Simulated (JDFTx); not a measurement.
# As: band structure with PBE

As:

```xyz
2
Lattice="1.8808 1.0859 3.5141 -1.8808 1.0859 3.5141 0.0000 -2.1718 3.5141" Properties=species:S:1:pos:R:3 pbc="T T T"
As    0.0000    0.0000    2.3825
As    0.0000    0.0000    8.1597
```

```yaml
Program: JDFTx 1.7.0 (patched build)
Task: band structure
Functional: PBE
Potentials_or_basis: PseudoDojo-FR-PBE-0.4-standard with smoothed tails
Cutoff: 1143 eV
Density_cutoff: 9143 eV
k_mesh: 4 × 4 × 4
Occupations: fermi-dirac, width 0.05 eV
Spin: spin-orbit coupling, no magnetisation
Band_ratio_of_the_Davidson_solver: 1.3
Local_potential_set_to_-Z/r_beyond: 6 bohr
Bands: 44
Density_cutoff_over_wavefunction_cutoff: 8
Max_SCF_steps: 30
SCF_threshold_on_the_energy: 1e-06 Ha
Solver_of_the_electrons: minimize
Further_solve_for_the_empty_bands: no
Start: density of an earlier self-consistent run, held fixed
Path: G-L-B1-B-Z-G-X-Q-F-P1-Z-L-P
```

| Property | Result |
| --- | --- |
| Band gap along the path | none (metal or under the smearing width) |

Levels at the corners of the path, in eV from the Fermi level:
```
point  band 27  band 28  band 29  band 30  band 31  band 32  band 33  band 34
    Γ    -1.74    -1.74    -1.55    -1.55     1.98     1.98     3.16     3.16
    L    -2.46    -2.46    -0.05    -0.05     0.05     0.05     0.73     0.73
   B1    -5.04    -5.04    -1.04    -1.04     1.61     1.61     5.58     5.58
    B    -5.04    -5.04    -1.04    -1.04     1.61     1.61     5.58     5.58
    Z    -1.30    -1.30    -0.25    -0.25     1.03     1.03     1.22     1.22
    Γ    -1.74    -1.74    -1.55    -1.55     1.98     1.98     3.16     3.16
    X    -3.27    -3.27    -3.13    -3.13     3.51     3.51     3.74     3.74
    Q    -3.27    -3.27    -3.13    -3.13     3.51     3.51     3.74     3.74
    F    -3.93    -3.93    -3.72    -3.72     1.81     1.81     5.79     5.79
   P1    -3.42    -3.42    -2.67    -2.67     2.53     2.53     4.21     4.21
    Z    -1.30    -1.30    -0.25    -0.25     1.03     1.03     1.22     1.22
    L    -2.46    -2.46    -0.05    -0.05     0.05     0.05     0.73     0.73
    P    -3.42    -3.42    -2.67    -2.67     2.53     2.53     4.21     4.21
```

Run time: 93 s on 1 thread of Intel(R) Xeon(R) 6975P-C (Granite Rapids), with other jobs on the host, peak memory 0.37 GiB.

Caveat: the k mesh is coarse (spacing up to 0.50 Å⁻¹), so the values aren't converged.
